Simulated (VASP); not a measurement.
A run of VASP 6.6.1 is set up as follows.

Contents of INCAR:

```
SYSTEM = ZnO
ALGO = Normal
EDIFF = 1E-6
ENCUT = 520
GGA = PE
ISIF = 2
ISMEAR = 0
LASPH = .TRUE.
LCHARG = .FALSE.
LREAL = .FALSE.
LWAVE = .FALSE.
NBANDS = 26
NELM = 100
PREC = Accurate
SIGMA = 0.02
```

Contents of KPOINTS:

```
k-points
0
G
  9 9 6
  0 0 0
```

File POSCAR:

```
ZnO
1.0
    3.2793875104      0.0000000000      0.0000000000
   -1.6396937552      2.8400328929      0.0000000000
    0.0000000000      0.0000000000      5.2931776162
Zn O
2 2
Direct
    0.6666666667      0.3333333333      0.5006021939
    0.3333333333      0.6666666667      0.0006021939
    0.6666666667      0.3333333333      0.8797078061
    0.3333333333      0.6666666667      0.3797078061
```

Potentials or basis: VASP PAW PBE potentials, release 64 (Zn, O).

The run is started by

```console
$ cat potpaw_PBE.64/Zn/POTCAR potpaw_PBE.64/O/POTCAR > POTCAR
$ mpirun -np 1 vasp_std > vasp.out
```

(1) What does it give for the pressure?

(2) Predict the band gap on the k mesh.

Results:

(1) 0.9 GPa.

(2) 0.73 eV, direct.

**Measured values to compare with.**

From “Electronic structure of alkaline earth and post-transition metal oxides”, 2009, arxiv:0908.1581, for a bulk crystal of ZnO: band gap 3.37 eV.

Measured gap of ZnO: 3.37 eV (quoted in “Electronic structure of alkaline earth and post-transition metal oxides”, 2009, arxiv:0908.1581). This calculation gives 0.73 eV (-2.64 eV). So large a miss can be the level of theory's own, or it may mean another phase, state or a wrong row. The value is that of PBE, without temperature or zero-point motion. Semilocal functionals fall short of measured gaps as a rule. The cell is a database's relaxed one, not the measured one, which moves gaps too.
